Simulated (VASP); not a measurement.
# SiC (P6_3mc) in VASP: further runs

One crystal, SiC, is run at these levels: PBE; tasks: relaxation of cell and atoms.

Everything below comes from runs of VASP 6.6.1. Logs are shortened: lines on timing, memory, paths and dates and some standing lists are left out, and cuts for length are marked.

## (1) The crystal as given

The structure is hexagonal, space group P6_3mc (No. 186). The conventional cell has a = 3.076 Å, b = 3.076 Å, c = 10.071 Å, α = 90.00°, β = 90.00°, γ = 120.00°. Si (site symmetry 3m) has 4 C at 1.88 to 1.89 Å as nearest neighbours. Si (site symmetry 3m) is surrounded by 4 C at 1.88 to 1.89 Å. Around C (site symmetry 3m) lie 4 Si at 1.88 to 1.89 Å. Around C (site symmetry 3m) lie 4 Si at 1.88 to 1.89 Å.

The cell is a database's computed one.

## (2) Relaxation of cell and atoms, PBE

The input, INCAR:

```
  ALGO = Normal
  EDIFF = 1E-6
  EDIFFG = -0.01
  ENCUT = 600
  GGA = PE
  IBRION = 2
  ISIF = 3
  ISMEAR = 0
  KPAR = 2
  LASPH = T
  LCHARG = F
  LREAL = F
  LWAVE = F
  NELM = 80
  NSW = 90
  PREC = Accurate
  SIGMA = 0.03
```

The input, KPOINTS:

```
k-points
0
Gamma
  12 12 3
```

The input, POSCAR:

```
SiC
1.0
    3.0756941500      0.0000000000      0.0000000000
   -1.5378470700      2.6636292700      0.0000000000
    0.0000000000      0.0000000000     10.0706464800
Si C
4 4
Direct
    0.6666666700      0.3333333300      0.9378419800
    0.3333333300      0.6666666700      0.4378419800
    0.0000000000      0.0000000000      0.6878943800
    0.0000000000      0.0000000000      0.1878943800
    0.6666666700      0.3333333300      0.7498025900
    0.3333333300      0.6666666700      0.2498025900
    0.0000000000      0.0000000000      0.5004600500
    0.0000000000      0.0000000000      0.0004600500
```

Potentials or basis: VASP PAW PBE potentials, release 64 (Si, C).

On the command line:

```console
$ cat potpaw_PBE.64/Si/POTCAR potpaw_PBE.64/C/POTCAR > POTCAR
$ mpirun -np 2 vasp_std > vasp.out
```

OUTCAR:

```text
EDIFF = 1E-6
   EDIFFG = -0.01
   ENCUT = 600
   GGA = PE
   IBRION = 2
   ISIF = 3
   ISMEAR = 0
   LASPH = T
   LREAL = F
   NELM = 80
   NSW = 90
   PREC = Accurate

 ion  position               nearest neighbor table
   1  0.667  0.333  0.938-   8 1.88   8 1.88   8 1.88   5 1.89   3 3.08   3 3.08   3 3.08   4 3.08
                             4 3.08   4 3.08
   2  0.333  0.667  0.438-   7 1.88   7 1.88   7 1.88   6 1.89   4 3.08   4 3.08   4 3.08   3 3.08
                             3 3.08   3 3.08
   3  0.000  0.000  0.688-   5 1.88   5 1.88   5 1.88   7 1.89   1 3.08   1 3.08   1 3.08   2 3.08
                             2 3.08   2 3.08
   4  0.000  0.000  0.188-   6 1.88   6 1.88   6 1.88   8 1.89   2 3.08   2 3.08   2 3.08   1 3.08
                             1 3.08   1 3.08
   5  0.667  0.333  0.750-   3 1.88   3 1.88   3 1.88   1 1.89
   6  0.333  0.667  0.250-   4 1.88   4 1.88   4 1.88   2 1.89
   7  0.000  0.000  0.500-   2 1.88   2 1.88   2 1.88   3 1.89
   8  0.000  0.000  0.000-   1 1.88   1 1.88   1 1.88   4 1.89

  LATTYP: Found a hexagonal cell.
 ALAT       =     3.0756941500
 C/A-ratio  =     3.2742678527

  Lattice vectors:

 A1 = (   3.0756941500,   0.0000000000,   0.0000000000)
 A2 = (  -1.5378470700,   2.6636292700,   0.0000000000)
 A3 = (   0.0000000000,   0.0000000000,  10.0706464800)

Analysis of symmetry for initial positions (statically):
=====================================================================
 Subroutine PRICEL returns:
 Original cell was already a primitive cell.

 Routine SETGRP: Setting up the symmetry group for a
 hexagonal supercell.

 Subroutine GETGRP returns: Found 12 space group operations
 (whereof  6 operations were pure point group operations)
 out of a pool of 24 trial point group operations.

The static configuration has the point symmetry C_3v.
 The point group associated with its full space group is C_6v.

Analysis of symmetry for dynamics (positions and initial velocities):
=====================================================================
 Subroutine PRICEL returns:
 Original cell was already a primitive cell.

 Routine SETGRP: Setting up the symmetry group for a
 hexagonal supercell.

 Subroutine GETGRP returns: Found 12 space group operations
 (whereof  6 operations were pure point group operations)
 out of a pool of 24 trial point group operations.

The dynamic configuration has the point symmetry C_3v.
 The point group associated with its full space group is C_6v.

 Subroutine INISYM returns: Found 12 space group operations
 (whereof  6 operations are pure point group operations),
 and found     1 'primitive' translations

----------------------------------------------------------------------------------------

                                     Primitive cell
[... 115 lines left out ...]
   NUPDOWN=      -1.0000    fix difference up-down
   EMIN   =  10.00;   EMAX   =-10.00  energy-range for DOS
   EFERMI =   0.00;   METHOD = LEGACY
   ISMEAR =     0;   SIGMA  =   0.03  broadening in eV -4-tet -1-fermi 0-gaus
   EFERMI_NEDOS =   21; number of points for ismear=-14 and -15
   IALGO  =     38    algorithm
   IMIX   =      4    mixing-type and parameters
     AMIX     =   0.40;   BMIX     =  1.00
     AMIX_MAG =   1.60;   BMIX_MAG =  1.00
  volume/ion in A,a.u.               =      10.31        69.60
  Fermi-wavevector in a.u.,A,eV,Ry     =   1.193897  2.256138 19.393597  1.425389
  Thomas-Fermi vector in A             =   2.329900
   LORBIT       =      0    0 simple, 1 ext, 2 COOP (PROOUT), +10 PAW based schemes
   GGA     = PE    functional components
   LHFCALC =     F    Hartree Fock is set to
   AEXX    =    0.0000 exact exchange contribution
   IVDW    =     0    specifies the selected vdW correction
   LEPSILON=     F    determine dielectric tensor
   LRPA    =     F    only Hartree local field effects (RPA)
 conjugate gradient relaxation of ions
 non-spin polarized calculation
 Gauss-broadening in eV      SIGMA  =   0.03
  energy-cutoff  :      600.00
  volume of cell :       82.50
 maximum number of plane-waves:      2790
 NGX is ok and might be reduce to    28
   NGX = 13   NGY = 13   NGZ = 41

--------------------------------------- Ionic step        1  -------------------------------------------

 number of electron      32.0000001 magnetization

 Free energy of the ion-electron system (eV)
  ---------------------------------------------------
  ext. energy  EPLUGINS =         0.00000000
  ---------------------------------------------------
  free energy    TOTEN  =       -60.23697631 eV

  energy without entropy =      -60.23697631  energy(sigma->0) =      -60.23697631

------------------------ aborting loop because EDIFF is reached ----------------------------------------

  FORCE on cell =-STRESS in cart. coord.  units (eV):
  Direction    XX          YY          ZZ          XY          YZ          ZX
  --------------------------------------------------------------------------------------
  -------------------------------------------------------------------------------------
  Total        1.9390728      1.9390728      1.8719327      0.0000000      0.0000000      0.0000000
  in kB       37.6556732     37.6556732     36.3518524      0.0000001      0.0000000      0.0000000
  external PRESSURE =      37.2210663 kB  Pullay stress =       0.0000000 kB
[... 71 lines left out ...]
--------------------------------------- Ionic step        3  -------------------------------------------

 number of electron      32.0000001 magnetization

 Free energy of the ion-electron system (eV)
  ---------------------------------------------------
  ext. energy  EPLUGINS =         0.00000000
  ---------------------------------------------------
  free energy    TOTEN  =       -60.25305994 eV

  energy without entropy =      -60.25305994  energy(sigma->0) =      -60.25305994

 E-fermi :   8.1974     XC(G=0): -11.2933

 val. band max:        8.0197487850   @ k =   0.0000   0.0000   0.0000
 cond. band min:      10.2428486024   @ k =   0.5000   0.0000   0.0000
 fundamental gap:      2.2230998173
 Fermi energy:         8.1974184703

 k-point     1 :       0.0000    0.0000    0.0000
  band No.  band energies     occupation
      1      -7.3524      2.00000
      2      -6.1882      2.00000
      3      -6.1529      2.00000
      4      -3.8371      2.00000
      5      -0.5131      2.00000
      6       3.6656      2.00000
[... 565 lines left out ...]
     20      13.2478      0.00000
     21      13.7691      0.00000

 [... further k-points ...]
[... 5 lines left out ...]
  --------------------------------------------------------------------------------------
  -------------------------------------------------------------------------------------
  Total       -0.0066428     -0.0066428      0.0133288     -0.0000000      0.0000000      0.0000000
  in kB       -0.1268326     -0.1268326      0.2544910     -0.0000000      0.0000000      0.0000000
  external PRESSURE =       0.0002752 kB  Pullay stress =       0.0000000 kB
[... 23 lines left out ...]
  FREE ENERGIE OF THE ION-ELECTRON SYSTEM (eV)
  ---------------------------------------------------
  free  energy   TOTEN  =       -60.2530599366 eV

  energy  without entropy=      -60.2530599366  energy(sigma->0) =      -60.25305994

 reached required accuracy - stopping structural energy minimisation
```

OSZICAR:

```text
N       E                     dE             d eps       ncg     rms          rms(c)
DAV:   1     0.101047205255E+03    0.10105E+03   -0.16251E+04  1596   0.155E+03
[... 23 lines left out ...]
DAV:   1    -0.602598189738E+02   -0.23761E-01   -0.29911E-01  1781   0.390E+00    0.639E-01
DAV:   2    -0.602545258675E+02    0.52931E-02   -0.11742E-02  1921   0.648E-01    0.312E-01
DAV:   3    -0.602532205079E+02    0.13054E-02   -0.35845E-03  1859   0.310E-01    0.620E-02
DAV:   4    -0.602530787894E+02    0.14172E-03   -0.35825E-04  1926   0.984E-02    0.288E-02
DAV:   5    -0.602530589979E+02    0.19791E-04   -0.26764E-05  1861   0.296E-02    0.240E-02
DAV:   6    -0.602530607860E+02   -0.17880E-05   -0.25699E-06  1436   0.101E-02    0.148E-02
DAV:   7    -0.602530599366E+02    0.84942E-06   -0.16306E-06  1143   0.678E-03
   3 F= -.60253060E+02 E0= -.60253060E+02  d E =-.160836E-01
```

CONTCAR:

```text
SiC
   1.00000000000000
     3.0933125026768296    0.0000000000330721    0.0000000000000000
    -1.5466562462811322    2.6788872110058599    0.0000000000000000
     0.0000000000000000    0.0000000000000000   10.1263362769058300
  Si              C
     4     4
Direct
     0.6666666699999979    0.3333333300000021    0.9378301239298767
     0.3333333300000021    0.6666666699999979    0.4378301239298767
     0.0000000000000000    0.0000000000000000    0.6878988003605770
     0.0000000000000000    0.0000000000000000    0.1878988003605770
     0.6666666699999979    0.3333333300000021    0.7498156860743713
     0.3333333300000021    0.6666666699999979    0.2498156860743714
     0.0000000000000000    1.0000000000000000    0.5004543896351821
     0.0000000000000000    0.0000000000000000    0.0004543896351821

  0.00000000E+00  0.00000000E+00  0.00000000E+00
  0.00000000E+00  0.00000000E+00  0.00000000E+00
  0.00000000E+00  0.00000000E+00  0.00000000E+00
  0.00000000E+00  0.00000000E+00  0.00000000E+00
  0.00000000E+00  0.00000000E+00  0.00000000E+00
  0.00000000E+00  0.00000000E+00  0.00000000E+00
  0.00000000E+00  0.00000000E+00  0.00000000E+00
  0.00000000E+00  0.00000000E+00  0.00000000E+00
```

It took 41 s on 2 MPI ranks of Intel Xeon 6975P-C (Granite Rapids), shared host; peak memory 0.25 GiB.

Results:

```yaml
Free_energy: -60.2531 eV
Relaxed_volume: 10.49 Å³/atom
Relaxed_cell: a = 3.093 Å, b = 3.093 Å, c = 10.126 Å, α = 90.00°, β = 90.00°, γ = 120.00°
Space_group_after_relaxing_to_0.05_Å: P6_3mc (No. 186)
Energy_gained_by_relaxing: 2.0 meV/atom
Ionic_steps: 3
Pressure_after_relaxing: 0.0 GPa
Largest_force_after_relaxing: 0.006 eV/Å
Band_gap_on_the_k_mesh: 2.22 eV, indirect (least direct gap 3.34 eV)
```

Forces on the atoms (eV/Å):
```
Si   0.000  0.000  0.006
Si   0.000  0.000  0.006
Si   0.000  0.000  0.000
Si   0.000  0.000  0.000
C    0.000  0.000 -0.003
C    0.000  0.000 -0.003
C    0.000  0.000 -0.003
C    0.000  0.000 -0.003
```

Step by step:
| step | energy change (eV) | largest force (eV/Å) | pressure (GPa) | volume (Å³) |
| --- | --- | --- | --- | --- |
| 1 | 0.0000 | 0.0055 | 3.72 | 82.50 |
| 2 | 0.0009 | 0.0173 | -3.60 | 85.40 |
| 3 | -0.0161 | 0.0065 | 0.00 | 83.91 |

Final structure:
```
CELL_PARAMETERS angstrom
3.09331 0.00000 0.00000
-1.54666 2.67889 0.00000
0.00000 0.00000 10.12634
ATOMIC_POSITIONS crystal
Si 0.66667 0.33333 0.93783
Si 0.33333 0.66667 0.43783
Si 0.00000 0.00000 0.68790
Si 0.00000 0.00000 0.18790
C 0.66667 0.33333 0.74982
C 0.33333 0.66667 0.24982
C 0.00000 0.00000 0.50045
C 0.00000 0.00000 0.00045
```

Caveat: an odd mesh through Γ misses points on the zone boundary, where band edges often lie. PBE gaps usually lie below the measured ones, often by a third to a half.

## (3) Relaxation of cell and atoms, PBE

This run uses another cell than the first one, of 10.49 Å³/atom, 1.017 times its volume.

INCAR: that of step 2 with these lines changed.

```diff
@@ -1,4 +1,4 @@
   ALGO = Normal
-  EDIFF = 1E-6
-  EDIFFG = -0.01
+  EDIFF = 1E-7
+  EDIFFG = -0.005
   ENCUT = 600
```

KPOINTS is that of step 2.

The input, POSCAR:

```
SiC                                     
1.0
    3.0933125027      0.0000000000      0.0000000000
   -1.5466562463      2.6788872110      0.0000000000
    0.0000000000      0.0000000000     10.1263362769
  Si              C             
     4     4
Direct
     0.6666666699999979    0.3333333300000021    0.9378301239298767
     0.3333333300000021    0.6666666699999979    0.4378301239298767
     0.0000000000000000    0.0000000000000000    0.6878988003605770
     0.0000000000000000    0.0000000000000000    0.1878988003605770
     0.6666666699999979    0.3333333300000021    0.7498156860743713
     0.3333333300000021    0.6666666699999979    0.2498156860743714
     0.0000000000000000    1.0000000000000000    0.5004543896351821
     0.0000000000000000    0.0000000000000000    0.0004543896351821
```

Potentials or basis: VASP PAW PBE potentials, release 64 (Si, C).

On the command line:

```console
$ cat potpaw_PBE.64/Si/POTCAR potpaw_PBE.64/C/POTCAR > POTCAR
$ mpirun -np 2 vasp_std > vasp.out
```

Wall time 36 s (2 MPI ranks of Intel Xeon 6975P-C (Granite Rapids), shared host); peak memory 0.26 GiB.

Results (log left out):

```
Free energy               : -60.2544 eV
Energy gained by relaxing : 0.0 meV/atom
Ionic steps               : 3
Pressure after relaxing   : 0.0 GPa
Band gap on the k mesh    : 2.22 eV, indirect (least direct gap 3.34 eV)
```

Final structure:
```cif
data_structure
_symmetry_space_group_name_H-M 'P 1'
_symmetry_Int_Tables_number 1
_cell_length_a 3.0932
_cell_length_b 3.0932
_cell_length_c 10.1266
_cell_angle_alpha 90.000
_cell_angle_beta 90.000
_cell_angle_gamma 120.000
_cell_volume 83.91
loop_
_atom_site_label
_atom_site_type_symbol
_atom_site_fract_x
_atom_site_fract_y
_atom_site_fract_z
_atom_site_occupancy
Si1 Si 0.66667 0.33333 0.93785 1
Si2 Si 0.33333 0.66667 0.43785 1
Si3 Si 0.00000 0.00000 0.68790 1
Si4 Si 0.00000 0.00000 0.18790 1
C1 C 0.66667 0.33333 0.74981 1
C2 C 0.33333 0.66667 0.24981 1
C3 C 0.00000 0.00000 0.50045 1
C4 C 0.00000 0.00000 0.00045 1
```

Levels at points of the mesh, in eV from the valence-band top:
| k point | band 14 | band 15 | band 16 | band 17 | band 18 | band 19 |
| --- | --- | --- | --- | --- | --- | --- |
| (0.00, 0.00, 0.00) | -0.05 | 0.00 | 0.00 | 4.97 | 5.55 | 6.13 |
| (0.50, 0.00, 0.00) | -2.20 | -1.56 | -1.12 | 2.22 | 2.34 | 4.18 |

Caveat: an odd mesh through Γ misses points on the zone boundary, where band edges often lie.
